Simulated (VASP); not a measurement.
## InP: single point with PBEsol

The system is InP.

```
In P
1.0
     4.15520    0.00000    0.00000
    -2.07760    3.59851    0.00000
     2.07760   -1.19950    3.39505
In P
1 1
Direct
  0.00000 0.00000 0.00000
  0.75000 0.25000 0.75000
```

```yaml
Program: VASP 6.6.1
Task: single point
Functional: PBEsol
Potentials_or_basis: VASP PAW PBE potentials, release 64 (In_d, P)
Cutoff: 520 eV
k_mesh: 9 × 9 × 10
Occupations: gaussian, width 0.1 eV
Spin: no spin polarisation
```

The pressure is 0.0 GPa and the largest force is 0.006 eV/Å. The band gap on the k mesh is 0.57 eV, direct.

Forces on the atoms (eV/Å):
```
In   0.000  0.000  0.006
P    0.000  0.000 -0.006
```

Stress tensor (GPa, compression positive):
```
 0.04  0.00  0.00
 0.00  0.04  0.00
 0.00  0.00 -0.06
```

Levels at points of the mesh, in eV from the valence-band top:
```csv
k point,band 5,band 6,band 7,band 8,band 9,band 10,band 11,band 12,band 13,band 14
"(0.00, 0.00, 0.00)",-13.98,-11.49,0.00,0.00,0.00,0.57,4.01,4.02,4.02,8.32
"(0.00, 0.00, 0.50)",-13.97,-9.77,-5.76,-0.97,-0.97,1.38,4.74,4.74,6.93,9.27
```

Run time: 2.2 min on 1 thread of Intel(R) Xeon(R) Platinum 8488C (Sapphire Rapids) (shared host), peak memory 0.31 GiB.

Caveat: the PAW data sets were made with another functional, which shifts forces and pressure a little; spin-orbit coupling is left out, which moves the levels of the heavy elements.
